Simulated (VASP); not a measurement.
# WC (P-6m2) in VASP: density of states with PBE

Aim: the density of states of WC with PBE.

All numbers are computed with VASP 6.6.1; they aren't measurements. Logs are shortened: lines on timing, memory, paths and dates and some standing lists are left out, and cuts for length are marked.

## (1) The crystal as given

The structure is hexagonal, space group P-6m2 (No. 187). Conventional cell: a = 2.924 Å, b = 2.924 Å, c = 2.850 Å, α = 90.00°, β = 90.00°, γ = 120.00°. W (site symmetry -6m2) has 6 C at 2.21 Å as nearest neighbours. Around C (site symmetry -6m2) lie 6 W at 2.21 Å.

## (2) Density of states, PBE

The input, POSCAR:

```
WC                                      
1.0
    2.9241670729      0.0000000000      0.0000000000
   -1.4620835365      2.5324029740      0.0000000000
    0.0000000000      0.0000000000      2.8499583930
  W               C             
     1     1
Direct
     0.0000000000000000    0.0000000000000000    0.0000000000000000
     0.6666666699999979    0.3333333300000021    0.5000000000000000
```

The input, INCAR.step1:

```
ALGO = Fast ; EDIFF = 1E-7
ENCUT = 520 ; GGA = PE
ISIF = 2 ; ISMEAR = 0
LASPH = True ; LCHARG = True
LMAXMIX = 4 ; LREAL = False
LWAVE = False ; NELM = 60
PREC = Accurate ; SIGMA = 0.1
```

The input, KPOINTS.step1:

```
k-points
0
Gamma
  18 18 14
```

The input, INCAR.step2:

```
ALGO = Fast ; EDIFF = 1E-7
ENCUT = 520 ; GGA = PE
ICHARG = 11 ; ISIF = 2
ISMEAR = -5 ; LASPH = True
LCHARG = False ; LMAXMIX = 4
LORBIT = 11 ; LREAL = False
LWAVE = False ; NEDOS = 1001
NELM = 60 ; PREC = Accurate
SIGMA = 0.1
```

The input, KPOINTS.step2:

```
k-points
0
Gamma
  27 27 21
```

Potentials or basis: VASP PAW PBE potentials, release 64 (W_sv, C).

Started as:

```console
$ cat potpaw_PBE.64/W_sv/POTCAR potpaw_PBE.64/C/POTCAR > POTCAR
$ cp INCAR.step1 INCAR
$ cp KPOINTS.step1 KPOINTS
$ mpirun -np 1 vasp_std > vasp.out
$ cp INCAR.step2 INCAR
$ cp KPOINTS.step2 KPOINTS
$ mpirun -np 1 vasp_std > vasp.out
```

OUTCAR:

```text
EDIFF = 1E-7
   ENCUT = 520
   GGA = PE
   ICHARG = 11
   ISIF = 2
   ISMEAR = -5
   LASPH = True
   LORBIT = 11
   LREAL = False
   NELM = 60
   PREC = Accurate

 ion  position               nearest neighbor table
   1  0.000  0.000  0.000-   2 2.21   2 2.21   2 2.21   2 2.21   2 2.21   2 2.21
   2  0.667  0.333  0.500-   1 2.21   1 2.21   1 2.21   1 2.21   1 2.21   1 2.21

  LATTYP: Found a hexagonal cell.
 ALAT       =     2.9241670729
 C/A-ratio  =     0.9746222846

  Lattice vectors:

 A1 = (   2.9241670729,   0.0000000000,   0.0000000000)
 A2 = (  -1.4620835365,   2.5324029740,   0.0000000000)
 A3 = (   0.0000000000,   0.0000000000,   2.8499583930)

Analysis of symmetry for initial positions (statically):
=====================================================================
 Subroutine PRICEL returns:
 Original cell was already a primitive cell.

 Routine SETGRP: Setting up the symmetry group for a
 hexagonal supercell.

 Subroutine GETGRP returns: Found 12 space group operations
 (whereof 12 operations were pure point group operations)
 out of a pool of 24 trial point group operations.

The static configuration has the point symmetry D_3h.

Analysis of symmetry for dynamics (positions and initial velocities):
=====================================================================
 Subroutine PRICEL returns:
 Original cell was already a primitive cell.

 Routine SETGRP: Setting up the symmetry group for a
 hexagonal supercell.

 Subroutine GETGRP returns: Found 12 space group operations
 (whereof 12 operations were pure point group operations)
 out of a pool of 24 trial point group operations.

The dynamic configuration has the point symmetry D_3h.

 Subroutine INISYM returns: Found 12 space group operations
 (whereof 12 operations are pure point group operations),
 and found     1 'primitive' translations

----------------------------------------------------------------------------------------

                                     Primitive cell

  volume of cell :      21.1044

  direct lattice vectors                    reciprocal lattice vectors
     2.924167073  0.000000000  0.000000000     0.341977724  0.197440931  0.000000000
    -1.462083537  2.532402974  0.000000000     0.000000000  0.394881861  0.000000000
     0.000000000  0.000000000  2.849958393     0.000000000  0.000000000  0.350882315

  length of vectors
     2.924167073  2.924167076  2.849958393     0.394881862  0.394881861  0.350882315

  position of ions in fractional coordinates (direct lattice)
     0.000000000  0.000000000  0.000000000
     0.666666670  0.333333330  0.500000000

  ion indices of the primitive-cell ions
   primitive index   ion index
                 1           1
                 2           2

----------------------------------------------------------------------------------------

 KPOINTS: k-points

Automatic generation of k-mesh.
 Grid dimensions read from file:
 generate k-points for:   27   27   21

 Generating k-lattice:

  Cartesian coordinates                     Fractional coordinates (reciprocal lattice)
     0.012665842  0.007312627  0.000000000     0.037037037  0.000000000  0.000000000
     0.000000000  0.014625254  0.000000000     0.000000000  0.037037037  0.000000000
     0.000000000  0.000000000  0.016708682     0.000000000  0.000000000  0.047619048

  Length of vectors
     0.014625254  0.014625254  0.016708682

  Shift w.r.t. Gamma in fractional coordinates (k-lattice)
     0.000000000  0.000000000  0.000000000

 TETIRR: Found  15156 inequivalent tetrahedra from    91854

 Subroutine IBZKPT returns following result:
 ===========================================

 Found    825 irreducible k-points:

 Following reciprocal coordinates:
            Coordinates               Weight
  0.000000  0.000000  0.000000      1.000000
  0.037037  0.000000  0.000000      6.000000
  0.074074  0.000000  0.000000      6.000000
  0.111111  0.000000  0.000000      6.000000
  0.148148  0.000000  0.000000      6.000000
  0.185185 -0.000000  0.000000      6.000000
[... 16 lines left out ...]
  0.333333  0.037037  0.000000     12.000000
  0.370370  0.037037  0.000000     12.000000
 [... further k-points ...]
   k-points           NKPTS =    825   k-points in BZ     NKDIM =    825   number of bands    NBANDS=     13
   number of dos      NEDOS =   1001   number of ions     NIONS =      2
   total plane-waves  NPLWV =  13824
   dimension x,y,z NGX =    24 NGY =   24 NGZ =   24
   dimension x,y,z NGXF=    48 NGYF=   48 NGZF=   48
   ions per type =               1   1
   NGX,Y,Z   is equivalent  to a cutoff of  13.64, 13.64, 14.00 a.u.
   NGXF,Y,Z  is equivalent  to a cutoff of  27.29, 27.29, 28.00 a.u.
 SYSTEM =  unknown system
   PREC   = accura    normal or accurate (medium, high low for compatibility)
   ISTART =      0    job   : 0-new  1-cont  2-samecut
   ICHARG =     11    charge: 1-file 2-atom 10-const
   ISPIN  =      1    spin polarized calculation?
   LNONCOLLINEAR =      F non collinear calculations
   LSORBIT =      F    spin-orbit coupling
   LASPH  =      T    aspherical Exc in radial PAW
   ENCUT  =  520.0 eV  38.22 Ry    6.18 a.u.   5.44  5.44  5.30*2*pi/ulx,y,z
   NELM   =     60;   NELMIN=  2; NELMDL=  0     # of ELM steps
   EDIFF  = 0.1E-06   stopping-criterion for ELM
   LREAL  =      F    real-space projection
   EDIFFG = 0.1E-05   stopping-criterion for IOM
   NSW    =      0    number of steps for IOM
   IBRION =     -1    ionic relax: 0-MD 1-quasi-New 2-CG
   NFREE  =      0    steps in history (QN), initial steepest desc. (CG)
   ISIF   =      2    stress and relaxation
   ISYM   =      2    0-nonsym 1-usesym 2-fastsym
   POTIM  = 0.5000    time-step for ionic-motion
   TEBEG  =    0.0;   TEEND  =   0.0 temperature during run
   PSTRESS=    0.0 pullay stress
   NELECT =      18.0000    total number of electrons
   NUPDOWN=      -1.0000    fix difference up-down
   EMIN   =  10.00;   EMAX   =-10.00  energy-range for DOS
   EFERMI =   0.00;   METHOD = LEGACY
   ISMEAR =    -5;   SIGMA  =   0.10  broadening in eV -4-tet -1-fermi 0-gaus
   EFERMI_NEDOS =   21; number of points for ismear=-14 and -15
   IALGO  =     68    algorithm
   IMIX   =      4    mixing-type and parameters
     AMIX     =   0.40;   BMIX     =  1.00
     AMIX_MAG =   1.60;   BMIX_MAG =  1.00
  volume/ion in A,a.u.               =      10.55        71.21
  Fermi-wavevector in a.u.,A,eV,Ry     =   1.552534  2.933864 32.794970  2.410362
  Thomas-Fermi vector in A             =   2.656896
   LORBIT       =     11    0 simple, 1 ext, 2 COOP (PROOUT), +10 PAW based schemes
   GGA     = PE    functional components
   LHFCALC =     F    Hartree Fock is set to
   AEXX    =    0.0000 exact exchange contribution
   IVDW    =     0    specifies the selected vdW correction
   LEPSILON=     F    determine dielectric tensor
   LRPA    =     F    only Hartree local field effects (RPA)
 non-spin polarized calculation
 RMM-DIIS sequential band-by-band and
 Fermi weights with tetrahedron method with Bloechl corrections
  energy-cutoff  :      520.00
  volume of cell :       21.10
 maximum number of plane-waves:       599
 NGX is ok and might be reduce to    24

 number of electron      18.0000000 magnetization

 Free energy of the ion-electron system (eV)
  ---------------------------------------------------
  ext. energy  EPLUGINS =         0.00000000
  ---------------------------------------------------
  free energy    TOTEN  =       -22.44911186 eV

  energy without entropy =      -22.44911186  energy(sigma->0) =      -22.44911186

 E-fermi :  10.8182     XC(G=0): -13.7061

 val. band max:       10.8658190719   @ k =   0.3333   0.2222   0.0000
 cond. band min:      10.8152518371   @ k =   0.0741   0.0741   0.4762
 fundamental gap:     -0.0505672348
 Fermi energy:        10.8181889308

 k-point     1 :       0.0000    0.0000    0.0000
  band No.  band energies     occupation
      1     -63.2004      2.00000
      2     -27.1772      2.00000
      3     -27.0869      2.00000
      4     -27.0869      2.00000
      5      -3.4816      2.00000
      6       6.6239      2.00000
      7       7.5675      2.00000
      8       7.5675      2.00000
      9      10.9377     -0.76780
     10      13.9988      0.00000
     11      13.9988      0.00000
     12      16.3752      0.00000
     13      16.3752      0.00000

 k-point     2 :       0.0370    0.0000    0.0000
  band No.  band energies     occupation
      1     -63.1996      2.00000
      2     -27.1759      2.00000
      3     -27.0978      2.00000
      4     -27.0894      2.00000
      5      -3.4461      2.00000
      6       6.6386      2.00000
      7       7.5120      2.00000
      8       7.6007      2.00000
      9      10.8196      1.48109
     10      13.9860      0.00000
     11      14.1295      0.00000
     12      16.2953      0.00000
     13      16.3493      0.00000

 k-point     3 :       0.0741    0.0000    0.0000
  band No.  band energies     occupation
      1     -63.1975      2.00000
      2     -27.1718      2.00000
      3     -27.1296      2.00000
      4     -27.0966      2.00000
      5      -3.3407      2.00000
      6       6.6645      2.00000
      7       7.3730      2.00000
      8       7.6990      2.00000
      9      10.5170      2.00006
     10      13.9484      0.00000
     11      14.4676      0.00000
     12      16.0765      0.00000
     13      16.2747      0.00000
[... 305 lines left out ...]
 k-point    23 :       0.3333    0.0370    0.0000
  band No.  band energies     occupation
      1     -63.1574      2.00000
      2     -27.7003      2.00000
      3     -27.2362      2.00000
      4     -27.0942      2.00000
      5      -1.0202      2.00000
      6       4.5031      2.00000
      7       7.6996      2.00000
      8       7.7697      2.00000
      9       9.7446      2.00000
     10      13.2380      0.00000
     11      14.4327      0.00000
     12      15.3976      0.00000
     13      17.4090      0.00000

 k-point    24 :       0.3704    0.0370    0.0000
  band No.  band energies     occupation
      1     -63.1529      2.00000
      2     -27.7613      2.00000
      3     -27.2515      2.00000
      4     -27.0854      2.00000
      5      -0.6887      2.00000
      6       4.2539      2.00000
      7       7.5731      2.00000
      8       7.5866      2.00000
      9      10.0063      2.00000
     10      13.1648      0.00000
     11      14.6703      0.00000
     12      15.3974      0.00000
     13      17.5469      0.00000

 [... further k-points ...]

------------------------ aborting loop because EDIFF is reached ----------------------------------------

  FORCE on cell =-STRESS in cart. coord.  units (eV):
  Direction    XX          YY          ZZ          XY          YZ          ZX
  --------------------------------------------------------------------------------------
  -------------------------------------------------------------------------------------
  Total       -0.0071139     -0.0071139     -0.0160149      0.0000000      0.0000000     -0.0000000
  in kB       -0.5400597     -0.5400597     -1.2157998      0.0000000      0.0000000     -0.0000000
  external PRESSURE =      -0.7653064 kB  Pullay stress =       0.0000000 kB

 VOLUME and BASIS-vectors are now :
 -----------------------------------------------------------------------------
  energy-cutoff  :      520.00
  volume of cell :       21.10
      direct lattice vectors                 reciprocal lattice vectors
     2.924167073  0.000000000  0.000000000     0.341977724  0.197440931  0.000000000
    -1.462083537  2.532402974  0.000000000     0.000000000  0.394881861  0.000000000
     0.000000000  0.000000000  2.849958393     0.000000000  0.000000000  0.350882315

 POSITION                                       TOTAL-FORCE (eV/Angst)
 -----------------------------------------------------------------------------------
      0.00000      0.00000      0.00000        -0.000000      0.000000      0.000000
      1.46208      0.84413      1.42498         0.000000     -0.000000      0.000000
 -----------------------------------------------------------------------------------
    total drift:                               -0.000008      0.000005     -0.000000

  FREE ENERGIE OF THE ION-ELECTRON SYSTEM (eV)
  ---------------------------------------------------
  free  energy   TOTEN  =       -22.4491118648 eV

  energy  without entropy=      -22.4491118648  energy(sigma->0) =      -22.44911186

 total charge

# of ion       s       p       d       tot
------------------------------------------
    1        2.344   6.413   3.374  12.131
    2        0.853   1.562   0.000   2.415
--------------------------------------------------
tot          3.197   7.975   3.374  14.546
```

Run time: 84 s. Hardware: 1 thread of Intel Xeon 6975P-C (Granite Rapids), shared host; peak memory 0.37 GiB.

What came out:

- Valence electrons inside the program's atomic spheres: W 12.13; C 2.42

States per cell in windows of 0.5 eV (zero at the Fermi level; states under -8 eV left out):
| from (eV) | total | W1_d | C2_p | W1_p | W1_s | C2_s | C2_d |
| --- | --- | --- | --- | --- | --- | --- | --- |
| -8.0 | 0.03 | 0.00 | 0.01 | 0.00 | 0.01 | 0.00 | 0.00 |
| -7.5 | 0.06 | 0.01 | 0.01 | 0.00 | 0.01 | 0.00 | 0.00 |
| -7.0 | 0.44 | 0.11 | 0.08 | 0.02 | 0.04 | 0.01 | 0.00 |
| -6.5 | 0.88 | 0.26 | 0.17 | 0.03 | 0.06 | 0.01 | 0.00 |
| -6.0 | 0.34 | 0.11 | 0.07 | 0.01 | 0.02 | 0.01 | 0.00 |
| -5.5 | 0.36 | 0.12 | 0.08 | 0.02 | 0.01 | 0.01 | 0.00 |
| -5.0 | 0.36 | 0.12 | 0.08 | 0.02 | 0.01 | 0.01 | 0.00 |
| -4.5 | 0.73 | 0.27 | 0.15 | 0.04 | 0.02 | 0.01 | 0.00 |
| -4.0 | 0.62 | 0.24 | 0.13 | 0.03 | 0.01 | 0.01 | 0.00 |
| -3.5 | 0.81 | 0.33 | 0.18 | 0.04 | 0.01 | 0.00 | 0.00 |
| -3.0 | 1.01 | 0.40 | 0.24 | 0.06 | 0.01 | 0.00 | 0.00 |
| -2.5 | 0.41 | 0.16 | 0.11 | 0.02 | 0.00 | 0.00 | 0.00 |
| -2.0 | 0.55 | 0.28 | 0.09 | 0.02 | 0.01 | 0.00 | 0.00 |
| -1.5 | 0.73 | 0.39 | 0.08 | 0.04 | 0.01 | 0.00 | 0.00 |
| -1.0 | 0.60 | 0.31 | 0.07 | 0.05 | 0.01 | 0.00 | 0.00 |
| -0.5 | 0.18 | 0.09 | 0.02 | 0.02 | 0.00 | 0.00 | 0.00 |
| 0.0 | 0.12 | 0.08 | 0.01 | 0.00 | 0.00 | 0.00 | 0.00 |
| 0.5 | 0.10 | 0.09 | 0.00 | 0.00 | 0.00 | 0.00 | 0.00 |
| 1.0 | 0.19 | 0.15 | 0.00 | 0.00 | 0.00 | 0.00 | 0.00 |
| 1.5 | 0.37 | 0.28 | 0.01 | 0.01 | 0.00 | 0.00 | 0.00 |
| 2.0 | 0.37 | 0.29 | 0.02 | 0.01 | 0.00 | 0.00 | 0.00 |
| 2.5 | 0.40 | 0.29 | 0.03 | 0.01 | 0.00 | 0.00 | 0.00 |
| 3.0 | 0.39 | 0.25 | 0.05 | 0.01 | 0.01 | 0.01 | 0.00 |
| 3.5 | 0.91 | 0.56 | 0.12 | 0.01 | 0.02 | 0.03 | 0.00 |
| 4.0 | 0.70 | 0.50 | 0.07 | 0.01 | 0.01 | 0.01 | 0.00 |
| 4.5 | 0.70 | 0.50 | 0.06 | 0.01 | 0.01 | 0.02 | 0.00 |
| 5.0 | 0.68 | 0.42 | 0.10 | 0.01 | 0.00 | 0.03 | 0.00 |
| 5.5 | 0.73 | 0.40 | 0.11 | 0.01 | 0.01 | 0.05 | 0.00 |
| 6.0 | 0.85 | 0.45 | 0.14 | 0.02 | 0.03 | 0.06 | 0.00 |
| 6.5 | 0.41 | 0.20 | 0.10 | 0.01 | 0.02 | 0.01 | 0.00 |
| 7.0 | 0.39 | 0.19 | 0.10 | 0.01 | 0.01 | 0.01 | 0.00 |
| 7.5 | 0.28 | 0.14 | 0.08 | 0.01 | 0.00 | 0.00 | 0.00 |

Caveat: tetrahedron occupations give inexact forces and stress in metals.
